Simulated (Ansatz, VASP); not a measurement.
## Ti: VASP beside Ansatz

```
Ti
1.0
     0.00000    2.03000    2.03000
     2.03000    0.00000    2.03000
     2.03000    2.03000    0.00000
Ti
1
Direct
  0.00000 0.00000 0.00000
```

Alike in both runs: task single point; functional PBE; k mesh 15 × 15 × 15; occupations fermi-dirac, width 0.05 eV; no spin polarisation.

|  | VASP | Ansatz |
| --- | --- | --- |
| version | VASP 6.6.1 | Ansatz 0.2.0 |
| potentials or method | VASP PAW PBE potentials, release 64 (Ti_sv), cutoff 520 eV | all-electron LAPW, non-relativistic |

|  | VASP | Ansatz | Ansatz less VASP |
| --- | --- | --- | --- |
| pressure (GPa) | 4.2 | 4.7 | +0.55 |

Ansatz ran all-electron here, so the differences hold the error of VASP's frozen core and of both bases.
